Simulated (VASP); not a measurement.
# BN (F-43m) in VASP: a series of runs

BN is run at these levels: r2SCAN, PBE; tasks: electric field gradients.

All numbers are computed with VASP 6.6.1; they aren't measurements. Logs are shortened: lines on timing, memory, paths and dates and some standing lists are left out, and cuts for length are marked.

**Experimental background.**

From a printed reference work, monograph, for a bulk crystal of BN at 300 K: band gap 6.4 eV (indirect).

The runs below are set against these values where they give the same quantity.

### Step 1. The cell of the first run

Symmetry: F-43m, No. 216, cubic system. Conventional cell: a = 3.615 Å, b = 3.615 Å, c = 3.615 Å, α = 90.00°, β = 90.00°, γ = 90.00°. B (site symmetry -43m) has 4 N at 1.57 Å within 2.1 Å. Within 2.1 Å of N (site symmetry -43m) lie 4 B at 1.57 Å.

### Step 2. Electric field gradients, r2SCAN

POSCAR

```
BN
1.0
    0.0000000000      1.8075000000      1.8075000000
    1.8075000000      0.0000000000      1.8075000000
    1.8075000000      1.8075000000      0.0000000000
B N
1 1
Direct
    0.0000000000      0.0000000000      0.0000000000
    0.7500000000      0.7500000000      0.7500000000
```

INCAR.step1

```
PREC = Accurate
ENCUT = 520
ISMEAR = -1
SIGMA = 0.02
LREAL = False
LASPH = True
NELM = 100
NBANDS = 11
GGA = PE
ALGO = Normal
EDIFF = 1E-4
LWAVE = True
LCHARG = False
```

INCAR.step2

```
PREC = Accurate
ENCUT = 520
EDIFF = 1E-8
ISMEAR = -1
SIGMA = 0.02
LREAL = False
LASPH = True
NELM = 100
ALGO = Normal
ISIF = 2
LWAVE = False
LCHARG = False
METAGGA = R2SCAN
LMIXTAU = True
LEFG = True
NBANDS = 11
ISTART = 1
```

KPOINTS

```
regular mesh
0
Gamma
  11 11 11
```

Potentials or basis: VASP PAW PBE potentials, release 64 (B, N).

Started as:

```console
$ cat potpaw_PBE.64/B/POTCAR potpaw_PBE.64/N/POTCAR > POTCAR
$ cp INCAR.step1 INCAR
$ mpirun -np 1 vasp_std > vasp.out
$ cp INCAR.step2 INCAR
$ mpirun -np 1 vasp_std > vasp.out
```

OUTCAR:

```text
PREC = Accurate
   ENCUT = 520
   EDIFF = 1E-8
   ISMEAR = -1
   LREAL = False
   LASPH = True
   NELM = 100
   ISIF = 2
   METAGGA = R2SCAN
   ISTART = 1

 ion  position               nearest neighbor table
   1  0.000  0.000  0.000-   2 1.57   2 1.57   2 1.57   2 1.57
   2  0.750  0.750  0.750-   1 1.57   1 1.57   1 1.57   1 1.57

  LATTYP: Found a face centered cubic cell.
 ALAT       =     3.6150000000

  Lattice vectors:

 A1 = (   0.0000000000,   1.8075000000,   1.8075000000)
 A2 = (   1.8075000000,   0.0000000000,   1.8075000000)
 A3 = (   1.8075000000,   1.8075000000,   0.0000000000)

Analysis of symmetry for initial positions (statically):
=====================================================================
 Subroutine PRICEL returns:
 Original cell was already a primitive cell.

 Routine SETGRP: Setting up the symmetry group for a
 face centered cubic supercell.

 Subroutine GETGRP returns: Found 24 space group operations
 (whereof 24 operations were pure point group operations)
 out of a pool of 48 trial point group operations.

The static configuration has the point symmetry T_d .

Analysis of symmetry for dynamics (positions and initial velocities):
=====================================================================
 Subroutine PRICEL returns:
 Original cell was already a primitive cell.

 Routine SETGRP: Setting up the symmetry group for a
 face centered cubic supercell.

 Subroutine GETGRP returns: Found 24 space group operations
 (whereof 24 operations were pure point group operations)
 out of a pool of 48 trial point group operations.

The dynamic configuration has the point symmetry T_d .

 Subroutine INISYM returns: Found 24 space group operations
 (whereof 24 operations are pure point group operations),
 and found     1 'primitive' translations

----------------------------------------------------------------------------------------

                                     Primitive cell

  volume of cell :      11.8104

  direct lattice vectors                    reciprocal lattice vectors
     0.000000000  1.807500000  1.807500000    -0.276625173  0.276625173  0.276625173
     1.807500000  0.000000000  1.807500000     0.276625173 -0.276625173  0.276625173
     1.807500000  1.807500000  0.000000000     0.276625173  0.276625173 -0.276625173
[... 126 lines left out ...]
  ---------------------------------------------------
  free energy    TOTEN  =       -19.17178194 eV

  energy without entropy =      -19.17178194  energy(sigma->0) =      -19.17178194

 E-fermi :   7.6761     XC(G=0): -13.6463

 val. band max:        7.2425051147   @ k =   0.0000   0.0000   0.0000
 cond. band min:      12.3266848400   @ k =   0.4545   0.4545   0.0000
 fundamental gap:      5.0841797253
 Fermi energy:         7.6760950520

 k-point     1 :       0.0000    0.0000    0.0000
  band No.  band energies     occupation
      1     -14.0487      2.00000
      2       7.2425      2.00000
      3       7.2425      2.00000
      4       7.2425      2.00000
      5      16.7687      0.00000
      6      16.7687      0.00000
      7      16.7687      0.00000
      8      18.3046      0.00000
      9      33.3748      0.00000
     10      35.9858      0.00000
     11      35.9858      0.00000
[... 309 lines left out ...]
 k-point    24 :      -0.1818    0.1818    0.0000
  band No.  band energies     occupation
      1     -11.9226      2.00000
      2       1.4421      2.00000
      3       3.3418      2.00000
      4       6.1614      2.00000
      5      18.6322      0.00000
      6      18.6601      0.00000
      7      19.1698      0.00000
      8      21.6213      0.00000
      9      29.4454      0.00000
     10      30.9432      0.00000
     11      35.5251      0.00000

 [... further k-points ...]
[... 5 lines left out ...]
  --------------------------------------------------------------------------------------
  -------------------------------------------------------------------------------------
  Total       -0.0446904     -0.0446904     -0.0446904      0.0000000     -0.0000000     -0.0000000
  in kB       -6.0626191     -6.0626191     -6.0626191      0.0000000     -0.0000000     -0.0000000
  external PRESSURE =      -6.0626191 kB  Pullay stress =       0.0000000 kB

 VOLUME and BASIS-vectors are now :
 -----------------------------------------------------------------------------
  energy-cutoff  :      520.00
  volume of cell :       11.81
      direct lattice vectors                 reciprocal lattice vectors
     0.000000000  1.807500000  1.807500000    -0.276625173  0.276625173  0.276625173
     1.807500000  0.000000000  1.807500000     0.276625173 -0.276625173  0.276625173
     1.807500000  1.807500000  0.000000000     0.276625173  0.276625173 -0.276625173

 POSITION                                       TOTAL-FORCE (eV/Angst)
 -----------------------------------------------------------------------------------
      0.00000      0.00000      0.00000         0.000000      0.000000      0.000000
      2.71125      2.71125      2.71125        -0.000000     -0.000000     -0.000000
 -----------------------------------------------------------------------------------
    total drift:                               -0.000000     -0.000000     -0.000000

  FREE ENERGIE OF THE ION-ELECTRON SYSTEM (eV)
  ---------------------------------------------------
  free  energy   TOTEN  =       -19.1717819350 eV

  energy  without entropy=      -19.1717819350  energy(sigma->0) =      -19.17178194

 Electric field gradients (V/A^2)
---------------------------------------------------------------------
 ion       V_xx      V_yy      V_zz      V_xy      V_xz      V_yz
---------------------------------------------------------------------
   1      -0.000     0.000     0.000    -0.000    -0.000    -0.000
   2      -0.000     0.000    -0.000    -0.000    -0.000    -0.000
---------------------------------------------------------------------

 Electric field gradients after diagonalization (V/A^2)
 (convention: |V_zz| > |V_xx| > |V_yy|)
----------------------------------------------------------------------
 ion       V_xx      V_yy      V_zz     asymmetry (V_yy - V_xx)/ V_zz
----------------------------------------------------------------------
   1       0.000     0.000    -0.000       0.000
   2       0.000     0.000    -0.000       0.000
----------------------------------------------------------------------

           NMR quadrupolar parameters

 Cq : quadrupolar parameter    Cq=e*Q*V_zz/h
 eta: asymmetry parameters     (V_yy - V_xx)/ V_zz
 Q  : nuclear electric quadrupole moment in mb (millibarn)
----------------------------------------------------------------------
 ion       Cq(MHz)       eta       Q (mb)
----------------------------------------------------------------------
   1      -0.000       0.000       1.000
   2      -0.000       0.000       1.000
----------------------------------------------------------------------
```

OUTCAR.step1:

```text
PREC = Accurate
   ENCUT = 520
   ISMEAR = -1
   LREAL = False
   LASPH = True
[... 556 lines left out ...]
      0.00000      0.00000      0.00000        -0.000000      0.000000      0.000000
      2.71125      2.71125      2.71125         0.000000     -0.000000      0.000000
 -----------------------------------------------------------------------------------
    total drift:                                0.000000      0.000000      0.000000

  FREE ENERGIE OF THE ION-ELECTRON SYSTEM (eV)
  ---------------------------------------------------
  free  energy   TOTEN  =       -17.4497942845 eV

  energy  without entropy=      -17.4497942845  energy(sigma->0) =      -17.44979428
```

OSZICAR.step1:

```text
N       E                     dE             d eps       ncg     rms          rms(c)
DAV:   1     0.944778315318E+01    0.94478E+01   -0.49709E+03  1288   0.722E+02
DAV:   2    -0.179048563728E+02   -0.27353E+02   -0.26286E+02  1425   0.163E+02
DAV:   3    -0.184143147145E+02   -0.50946E+00   -0.50861E+00  1478   0.188E+01
DAV:   4    -0.184149082846E+02   -0.59357E-03   -0.59356E-03  1313   0.714E-01
DAV:   5    -0.184149088311E+02   -0.54652E-06   -0.54649E-06  1309   0.216E-02    0.670E+00
DAV:   6    -0.175358474869E+02    0.87906E+00   -0.29348E+00  1289   0.990E+00    0.327E+00
DAV:   7    -0.174638484711E+02    0.71999E-01   -0.10394E-01  1376   0.266E+00    0.192E+00
DAV:   8    -0.174495291511E+02    0.14319E-01   -0.35570E-02  1375   0.137E+00    0.193E-01
DAV:   9    -0.174497072685E+02   -0.17812E-03   -0.96437E-04  1304   0.258E-01    0.835E-02
DAV:  10    -0.174497942845E+02   -0.87016E-04   -0.12193E-04  1344   0.942E-02
   1 F= -.17449794E+02 E0= -.17449794E+02  d E =-.748692E-13
```

Wall time 27 s (1 thread of Intel Xeon 6975P-C, shared host); peak memory 0.13 GiB.

What came out:

- Free energy: -19.1718 eV
- Pressure: -0.6 GPa
- Band gap on the k mesh: 5.08 eV, indirect (least direct gap 9.53 eV)

Caveat: without QUAD_EFG the Cq values of the log hold for a quadrupole moment of 1 mb, not for the nuclei; the PAW data sets were made with another functional, which shifts forces and pressure a little.

### Step 3. Electric field gradients, PBE (volume scaled by 0.95)

INCAR

```
SYSTEM = BN
  ALGO = Normal
  EDIFF = 1E-8
  ENCUT = 520
  GGA = PE
  GGA_COMPAT = .False.
  ISIF = 2
  ISMEAR = -1
  LASPH = .True.
  LCHARG = .False.
  LEFG = .True.
  LREAL = .False.
  LWAVE = .False.
  NBANDS = 11
  NELM = 120
  PREC = Accurate
  SIGMA = 0.02
```

KPOINTS

```
k-points
0
Gamma
  11 11 11
  0 0 0
```

POSCAR

```
BN
1.0
    0.0000000000      1.7768584873      1.7768584873
    1.7768584873      0.0000000000      1.7768584873
    1.7768584873      1.7768584873      0.0000000000
B N
1 1
Direct
    0.0000000000      0.0000000000      0.0000000000
    0.7500000000      0.7500000000      0.7500000000
```

Potentials or basis: VASP PAW PBE potentials, release 64 (B, N).

Started as:

```console
$ cat potpaw_PBE.64/B/POTCAR potpaw_PBE.64/N/POTCAR > POTCAR
$ mpirun -np 1 vasp_std > vasp.out
```

OUTCAR:

```text
SYSTEM = BN
   EDIFF = 1E-8
   ENCUT = 520
   GGA = PE
   ISIF = 2
   ISMEAR = -1
   LASPH = .True.
   LREAL = .False.
   NELM = 120
   PREC = Accurate

 ion  position               nearest neighbor table
   1  0.000  0.000  0.000-   2 1.54   2 1.54   2 1.54   2 1.54
   2  0.750  0.750  0.750-   1 1.54   1 1.54   1 1.54   1 1.54

  LATTYP: Found a face centered cubic cell.
 ALAT       =     3.5537169746

  Lattice vectors:

 A1 = (   0.0000000000,   1.7768584873,   1.7768584873)
 A2 = (   1.7768584873,   0.0000000000,   1.7768584873)
 A3 = (   1.7768584873,   1.7768584873,   0.0000000000)

Analysis of symmetry for initial positions (statically):
=====================================================================
 Subroutine PRICEL returns:
 Original cell was already a primitive cell.

 Routine SETGRP: Setting up the symmetry group for a
 face centered cubic supercell.

 Subroutine GETGRP returns: Found 24 space group operations
[... 522 lines left out ...]
  volume of cell :       11.22
      direct lattice vectors                 reciprocal lattice vectors
     0.000000000  1.776858487  1.776858487    -0.281395510  0.281395510  0.281395510
     1.776858487  0.000000000  1.776858487     0.281395510 -0.281395510  0.281395510
     1.776858487  1.776858487  0.000000000     0.281395510  0.281395510 -0.281395510

 POSITION                                       TOTAL-FORCE (eV/Angst)
 -----------------------------------------------------------------------------------
      0.00000      0.00000      0.00000        -0.000000     -0.000000      0.000000
      2.66529      2.66529      2.66529         0.000000      0.000000     -0.000000
 -----------------------------------------------------------------------------------
    total drift:                               -0.000000     -0.000000     -0.000000

  FREE ENERGIE OF THE ION-ELECTRON SYSTEM (eV)
  ---------------------------------------------------
  free  energy   TOTEN  =       -17.3981570771 eV

  energy  without entropy=      -17.3981570771  energy(sigma->0) =      -17.39815708

 Electric field gradients (V/A^2)
---------------------------------------------------------------------
 ion       V_xx      V_yy      V_zz      V_xy      V_xz      V_yz
---------------------------------------------------------------------
   1      -0.000     0.000    -0.000    -0.000    -0.000    -0.000
   2      -0.000    -0.000    -0.000    -0.001    -0.001    -0.001
---------------------------------------------------------------------

 Electric field gradients after diagonalization (V/A^2)
 (convention: |V_zz| > |V_xx| > |V_yy|)
----------------------------------------------------------------------
 ion       V_xx      V_yy      V_zz     asymmetry (V_yy - V_xx)/ V_zz
----------------------------------------------------------------------
   1       0.000     0.000    -0.000       0.000
   2       0.001     0.001    -0.001       0.000
----------------------------------------------------------------------

           NMR quadrupolar parameters

 Cq : quadrupolar parameter    Cq=e*Q*V_zz/h
 eta: asymmetry parameters     (V_yy - V_xx)/ V_zz
 Q  : nuclear electric quadrupole moment in mb (millibarn)
----------------------------------------------------------------------
 ion       Cq(MHz)       eta       Q (mb)
----------------------------------------------------------------------
   1      -0.000       0.000       1.000
   2      -0.000       0.000       1.000
----------------------------------------------------------------------
```

stdout:

```text
POSCAR found type information on POSCAR B N
 POSCAR found :  2 types and       2 ions
 scaLAPACK will be used
 LDA part: xc-table for (Slater+PW92), standard interpolation
 POSCAR, INCAR and KPOINTS ok, starting setup
 FFT: planning ... GRIDC
 FFT: planning ... GRID_SOFT
 FFT: planning ... GRID
 WAVECAR not read
 entering main loop
ion   1

ion   2
```

It took 7.1 s on 1 thread of Intel Xeon Platinum 8259CL at 2.50GHz (Skylake/Cascade Lake), shared host; peak memory 0.12 GiB.

Results:

```yaml
Free_energy: -17.3982 eV
Pressure: 25.0 GPa
Band_gap_on_the_k_mesh: 4.62 eV, indirect (least direct gap 9.06 eV)
```

Levels at points of the mesh, in eV from the valence-band top:
| k point | band 1 | band 2 | band 3 | band 4 | band 5 | band 6 | band 7 | band 8 |
| --- | --- | --- | --- | --- | --- | --- | --- | --- |
| (0.00, 0.00, 0.00) | -20.83 | 0.00 | 0.00 | 0.00 | 9.06 | 9.06 | 9.06 | 11.20 |

Caveat: without QUAD_EFG the Cq values of the log hold for a quadrupole moment of 1 mb, not for the nuclei.

### Step 4. Against experiment

Step 2. Measured gap of BN: 6.4 eV (indirect; 300 K; a printed reference work, monograph). This calculation gives 5.08 eV (-1.32 eV). The value is that of r2SCAN on a finite k mesh, which can miss the band edges, without temperature or zero-point motion.
